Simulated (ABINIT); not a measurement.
Input of an ABINIT 10.8.3 (patched build) run:

File run.abi:

```
ndtset 7
getwfk -1
scalecart1 3*0.9795861087
scalecart2 3*0.9864848297
scalecart3 3*0.9932883884
scalecart4 3*1.0000000000
scalecart5 3*1.0066227096
scalecart6 3*1.0131594038
scalecart7 3*1.0196128224

pp_dirpath "./"
pseudos "Pb.GGA_PBE-JTH_sp.xml, Se.GGA_PBE-JTH.xml"

acell 8.1795146323 8.1795146323 8.1795146323
rprim
     0.0000000000     0.7071067812     0.7071067812
     0.7071067812     0.0000000000     0.7071067812
     0.7071067812     0.7071067812     0.0000000000
ntypat 2
znucl 82 34
natom 2
typat 1 2
xred
     0.0000000000     0.0000000000     0.0000000000
     0.5000000000     0.5000000000     0.5000000000

ecut 408.170794 eV
pawecutdg 30.0

kptopt 1
ngkpt 8 8 8
nshiftk 1
shiftk 0.0 0.0 0.0

ixc 14

nband 9
occopt 3
tsmear 0.05 eV

nstep 100
tolvrs 1.0e-9

iomode 3
prtwf 1
prtden 0
prteig 0
prtebands 0
```

Potentials or basis: JTH PAW PBE v2.0 sp.

The run is started by

```sh
$ abinit run.abi > log 2>&1
```

What does it give for the bulk modulus?

46 GPa (rough).

Estimate the equilibrium volume.

30.79 Å³/atom (rough: see the caveat).

Energy against volume, from the lowest point:
| volume (Å³/atom) | energy (meV/atom) |
| --- | --- |
| 26.951 | 84.37 |
| 27.524 | 58.70 |
| 28.097 | 38.34 |
| 28.671 | 22.62 |
| 29.244 | 11.27 |
| 29.818 | 3.90 |
| 30.391 | 0.00 |

Caveat: pressures at fixed basis lie under the slope of the energies; the minimum lies outside the volumes run; the PAW data sets were made with another functional, which shifts forces and pressure a little; this set keeps more shells in the core, which shifts pressures and gaps. The run has no spin-orbit coupling, so splittings on Pb are missing.
